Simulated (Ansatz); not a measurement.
We consider zinc-blende ZnTe, described by PBE (PAW; Ansatz, a first-principles code).

Run with plane-wave cutoff 520 eV, 10×10×10 k mesh, Fermi–Dirac smearing 0.01 eV, scalar-relativistic PAW data made under PBE.

A third-order Birch–Murnaghan fit to the energies gives V0 = 29.489 Å³/atom, B0 = 43.3 GPa, B′ = 4.7.

| V (Å³/atom) | P (GPa) |
|---|---|
| 27.720 | 3.09 |
| 28.310 | 1.94 |
| 28.900 | … |
| 29.489 | 0.00 |
| 30.079 | -0.82 |
| 30.669 | -1.55 |
| 31.259 | … |

**Question.** Estimate the withheld pressures from this fit; the answers are the runs' own values.

**Answer.** 
- 28.900, P (GPa): 0.92
- 31.259, P (GPa): -2.20

The formula P = (3/2) B0 (x^(7/3) − x^(5/3)) [1 + (3/4)(B′ − 4)(x^(2/3) − 1)] with x = V0/V meets the computed pressures within 0.01 GPa when these rounded values are put in.

Measured, for comparison: bulk modulus 51 ± 3 GPa (room temperature, not corrected to a static lattice; as tabulated in Determination of phase transition pressures of ZnTe under quasihydrostatic …); equilibrium volume per atom 28.42 Å³/atom (room temperature, not corrected to a static lattice; as tabulated in Albrecht et al. (1997), arXiv:cond-mat/9706128). Computed (rounded) less measured: bulk modulus -15 %, equilibrium volume per atom +3.8 %.

Spin–orbit coupling is not included.
